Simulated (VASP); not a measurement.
A run of VASP 6.6.1 is set up as follows.

File INCAR:

```
SYSTEM = Ge
  ALGO = Normal
  EDIFF = 1E-7
  ENCUT = 520
  GGA = PS
  GGA_COMPAT = .False.
  ISIF = 2
  ISMEAR = 0
  LASPH = .True.
  LCHARG = .False.
  LNONCOLLINEAR = .True.
  LORBIT = 11
  LREAL = .False.
  LSORBIT = .True.
  LWAVE = .False.
  MAGMOM = 0 0 0 0 0 0
  NBANDS = 40
  NELM = 100
  PREC = Accurate
  SIGMA = 0.1
```

The input KPOINTS:

```
k-points
0
Gamma
  14 14 14
  0 0 0
```

The input POSCAR:

```
Ge
1.0
    0.0000000000      2.8378820000      2.8378820000
    2.8378820000      0.0000000000      2.8378820000
    2.8378820000      2.8378820000      0.0000000000
Ge
2
Direct
    0.0000000000      0.0000000000      0.0000000000
    0.2500000000      0.2500000000      0.2500000000
```

The input KPOINTS_OPT:

```
path GXWKGLUWLK,UX
10
line-mode
reciprocal
 0.0000000000  0.0000000000  0.0000000000  G
 0.5000000000  0.0000000000  0.5000000000  X

 0.5000000000  0.0000000000  0.5000000000  X
 0.5000000000  0.2500000000  0.7500000000  W

 0.5000000000  0.2500000000  0.7500000000  W
 0.3750000000  0.3750000000  0.7500000000  K

 0.3750000000  0.3750000000  0.7500000000  K
 0.0000000000  0.0000000000  0.0000000000  G

 0.0000000000  0.0000000000  0.0000000000  G
 0.5000000000  0.5000000000  0.5000000000  L

 0.5000000000  0.5000000000  0.5000000000  L
 0.6250000000  0.2500000000  0.6250000000  U

 0.6250000000  0.2500000000  0.6250000000  U
 0.5000000000  0.2500000000  0.7500000000  W

 0.5000000000  0.2500000000  0.7500000000  W
 0.5000000000  0.5000000000  0.5000000000  L

 0.5000000000  0.5000000000  0.5000000000  L
 0.3750000000  0.3750000000  0.7500000000  K

 0.6250000000  0.2500000000  0.6250000000  U
 0.5000000000  0.0000000000  0.5000000000  X
```

Potentials or basis: VASP PAW PBE potentials, release 64 (Ge_d).

The run is started by

```sh
$ cat potpaw_PBE.64/Ge_d/POTCAR > POTCAR
$ mpirun -np 1 vasp_ncl > vasp.out
```

Task: What does it give for the pressure?

Result: -0.1 GPa.

Task: Predict the net moment.

Result: 0.00 μB per cell.

Moments on the atoms (μB; x, y, z):
```
Ge  0.00 0.00 0.00
Ge  0.00 0.00 0.00
```

Caveat: the PAW data sets were made with another functional, which shifts forces and pressure a little.
